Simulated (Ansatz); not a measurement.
# Sb: the cost of one run

Computed with Ansatz 0.2.0 (DFT PBE, scalar-relativistic, unless a step's input says otherwise).

## 1. Starting point

Symmetry: Pm-3m, No. 221, cubic system. The conventional cell has a = 3.160 Å, b = 3.160 Å, c = 3.160 Å, α = 90.00°, β = 90.00°, γ = 90.00°. Around Sb (site symmetry m-3m) lie 6 Sb at 3.16 Å.

As a file:

```xyz
1
Lattice="3.1600 0.0000 0.0000 0.0000 3.1600 0.0000 0.0000 0.0000 3.1600" Properties=species:S:1:pos:R:3 pbc="T T T"
Sb    0.0000    0.0000    0.0000
```

## 2. After the deformation

Space group Pm-3m before, P4/mmm after.

## 3. Full-potential LAPW

Contents of input.yaml:

```yaml
crystal:
  lattice:
    - [3.16, 0.0, 0.0]
    - [0.0, 3.16, 0.0]
    - [0.0, 0.0, 3.0652]
  atoms:
    - { symbol: Sb, position: [0.0, 0.0, 0.0] }
kpoints:
  mp_grid: { grid: [13, 13, 13] }
  band_path:
    path:
      - [0.0, 0.0, 0.0]
      - [0.0, 0.5, 0.0]
      - [0.5, 0.5, 0.0]
      - [0.0, 0.0, 0.0]
      - [0.0, 0.0, 0.5]
      - [0.0, 0.5, 0.5]
      - [0.5, 0.5, 0.5]
      - [0.0, 0.0, 0.5]
      - [0.0, 0.5, 0.0]
    npoints: 5
scf:
  occupations: { method: fermi_dirac, width: 0.05 }
hamiltonian:
  xc: pbe
  pseudopotentials: { kind: all_electron, lapw: { basis_error: 0.001 } }
output:
  forces: true
  stress: true
  eigenvalues: true
```

On the command line:

```sh
ansatz run input.yaml --threads 1 --pin off --max-ram 3072MiB --backend cpu --events-out ev --progress --plain --runs-dir out
```

**Question.** How long does this run take on 1 thread of Intel Xeon Platinum 8259CL at 2.50GHz (Skylake/Cascade Lake), shared host, and how much memory does it need?

About 14 s, with a peak of 0.39 GiB.
